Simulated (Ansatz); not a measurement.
CuO:

```
CELL_PARAMETERS angstrom
0.00000 2.11656 2.11656
2.11656 0.00000 2.11656
2.11656 2.11656 0.00000
ATOMIC_POSITIONS crystal
Cu 0.02950 0.02810 0.90803
O 0.47050 0.47190 0.59197
```

The cell comes from a database or a generator and needn't be the stable form of this composition.

| Item | Value |
| --- | --- |
| Program | Ansatz 0.2.0 |
| Task | relaxation of cell and atoms |
| Functional | PBEsol |
| Potentials or basis | Ansatz PAW |
| Cutoff | 420 eV (not typed: the program's choice for these potentials) |
| k mesh | 11 × 11 × 11 |
| Occupations | fermi-dirac, width 0.05 eV |
| Spin | no spin polarisation |
| Hubbard terms | Cu d U = 4.5 eV |

At the start: volume 9.48 Å³/atom.

Q: How do energy, volume and symmetry change on relaxing?

A: It ends after 10 steps and the volume is 9.20 Å³/atom (-3.0 %); space group Fm-3m (No. 225, to 0.05 Å).

The path:
| step | energy change (eV) | largest force (eV/Å) | volume (Å³) |
| --- | --- | --- | --- |
| 1 | 0.0000 | 1.0692 | 18.96 |
| 2 | -0.0501 | 1.0467 | 19.22 |
| 3 | -0.2279 | 1.0020 | 19.45 |
| 4 | -0.4392 | 0.0371 | 18.38 |
| 5 | -0.4477 | 0.0032 | 18.44 |
| 6 | -0.4483 | 0.0004 | 18.41 |
| 7 | -0.4483 | 0.0001 | 18.41 |
| 8 | -0.4458 | 0.0001 | 18.41 |
| 9 | -0.4459 | 0.0001 | 18.40 |
| 10 | -0.4458 | 0.0001 | 18.40 |

Final structure:
```
CELL_PARAMETERS angstrom
0.00000 2.09526 2.09522
2.09540 0.00000 2.09522
2.09540 2.09526 0.00000
ATOMIC_POSITIONS crystal
Cu 0.00000 0.00000 0.00000
O 0.50000 0.50000 0.50000
```

Caveat: the electronic state changed during the relaxation; the plane-wave basis is chosen anew once the cell has moved, so the energies of steps on either side of that aren't comparable; the pressure holds a Pulay correction of +0.9 GPa for the finite cutoff; an odd number of electrons without spin polarisation forces a metal; a magnetic or distorted state may lie lower; the run has no spin polarisation, though such a crystal can be magnetic; U without spin polarisation on a metal has little footing; the PAW data sets come from PBE, with cores solved anew for the run's functional, which leaves a small shift of forces and pressure.
